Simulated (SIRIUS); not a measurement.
**Ta: equation of state with PBEsol**

**The experiment to reproduce.**

From “Refinement of the equation of state of tantalum”, 2004, arxiv:cond-mat/0403080, for a bulk crystal of Ta: bulk modulus 194 GPa.

The system is Ta.

```
CELL_PARAMETERS angstrom
-1.65128 1.65128 1.65128
1.65128 -1.65128 1.65128
1.65128 1.65128 -1.65128
ATOMIC_POSITIONS crystal
Ta 0.00000 0.00000 0.00000
```

| Property | Result |
| --- | --- |
| Program | SIRIUS 7.12.0 |
| Task | equation of state |
| Functional | PBEsol |
| Potentials or basis | all-electron FP-LAPW |
| Cutoff | 170 eV |
| Basis | apw+lo standard |
| k mesh | 11 × 11 × 11 |
| Occupations | fermi-dirac, width 0.05 eV |
| Spin | no spin polarisation |
| Muffin tin radii | Ta 2.6 bohr |
| Basis cutoff (gk_cutoff) | 3.54 1/bohr |
| Cutoff of density and potential (pw_cutoff) | 20 1/bohr |
| lmax of the basis | 11 |
| lmax of density and potential | 8 |
| Valence relativity | iora |
| Core states | Ta 1s2s2p3s3p3d4s4p4d |
| Local orbitals (radial functions) | Ta 17 |
| Smallest sphere radius times basis cutoff | 9.2 |

* Equilibrium volume: 17.61 Å³/atom
* Bulk modulus: 211 GPa
* Pressure derivative of the bulk modulus: 4.4 (rough: it moves with the points fitted)

Energy against volume, from the lowest point:
| volume (Å³/atom) | energy (meV/atom) |
| --- | --- |
| 16.930 | 18.75 |
| 17.290 | 3.99 |
| 17.650 | 0.00 |
| 18.010 | 5.43 |
| 18.371 | 19.68 |
| 18.731 | 41.70 |
| 19.091 | 70.40 |

All runs of the series together: 4.7 min on 1 thread of Arm Neoverse V1, on a shared host.

A measured bulk modulus of Ta is 194 GPa (quoted in “Refinement of the equation of state of tantalum”, 2004, arxiv:cond-mat/0403080); the calculated 211 GPa misses it by +8.8 %. The fit is for a static lattice scaled at fixed shape and fixed fractional positions.

Spin-orbit coupling is left out, which matters for the levels of Ta.
